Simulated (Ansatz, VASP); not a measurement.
## One calculation of SnSe, two programs

```
Sn Se
1.0
    11.42000    0.00000    0.00000
     0.00000    4.19000    0.00000
     0.00000    0.00000    4.46000
Sn Se
4 4
Direct
  0.87700 0.75000 0.90900
  0.62300 0.25000 0.40900
  0.37700 0.75000 0.59100
  0.12300 0.25000 0.09100
  0.64300 0.75000 0.98400
  0.85700 0.25000 0.48400
  0.14300 0.75000 0.51600
  0.35700 0.25000 0.01600
```

Alike in both runs: task relaxation of cell and atoms; functional PBE; k mesh 3 × 6 × 6; occupations fermi-dirac, width 0.05 eV; no spin polarisation.

|  | VASP | Ansatz |
| --- | --- | --- |
| version | VASP 6.6.1 | Ansatz 0.2.0 |
| potentials or method | VASP PAW PBE potentials, release 64 (Sn, Se) | Ansatz PAW |
| plane-wave cutoff (eV) | 580 | 420 |
| valence electrons in the cell | 40 | 120 |

```tsv
	VASP	Ansatz	Ansatz less VASP
gap on the k mesh at the Fermi level, each at its own relaxed structure (eV)	0.62	0.65	+0.030
relaxed volume (Å³/atom)	28.16	28.35	+0.187
relaxed cell length with the largest relative difference (Å)	4.549	4.568	+0.0193
energy change over the relaxation (meV/atom)	-13	-14	-1.0
```

The two sets of potentials don't hold the same shells in valence.

Caveats: spin-orbit coupling is left out, which moves the levels of the heavy elements; an odd mesh through Γ misses points on the zone boundary, where band edges often lie (VASP); odd divisions of the mesh miss points on the zone boundary, where band edges often lie, so the gap on the mesh can be too wide (Ansatz); the plane-wave basis is chosen anew once the cell has moved, so the energies of steps on either side of that aren't comparable (Ansatz); this functional lacks dispersion, which binds the layers, so the pressure and a relaxed spacing across them are unreliable (Ansatz). Zero-point motion and thermal expansion aren't in these numbers.
